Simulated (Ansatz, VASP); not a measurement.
# Two plane-wave programs on Pb2O

```
Pb O
1.0
     5.01904    0.00000    0.00000
    -2.50952    4.34662    0.00000
     0.00000    0.00000    3.35916
Pb O
2 1
Direct
  0.33333 0.66667 0.50000
  0.66667 0.33333 0.50000
  0.00000 0.00000 0.00000
```

Change from the starting cell: species swapped into the GdGa2 type (P6/mmm, No. 191).

Alike in both runs: functional PBE; k mesh 12 × 12 × 14; occupations gaussian, width 0.1 eV; no spin polarisation.

Ansatz relaxed the structure, and its values are those at the end. VASP's run is a single point on that final structure, the one shown.

|  | VASP | Ansatz |
| --- | --- | --- |
| version | VASP 6.6.1 | Ansatz 0.2.0 |
| potentials or method | VASP PAW PBE potentials, release 64 (Pb_d, O) | scalar-relativistic, plane waves, PAW |
| plane-wave cutoff (eV) | 520 | 420 |
| valence electrons in the cell | 34 | 34 |

```csv
,VASP,Ansatz,Ansatz less VASP
gap on the k mesh at the Fermi level (eV),none,none,-
pressure (GPa),-0.1,0.0,+0.10
```

A gap of «none» marks a metal or a gap that the smearing closes. The functional is the same, so the differences come from potentials, cutoffs and numerics.

The runs have no spin-orbit coupling, so splittings on Pb are missing.
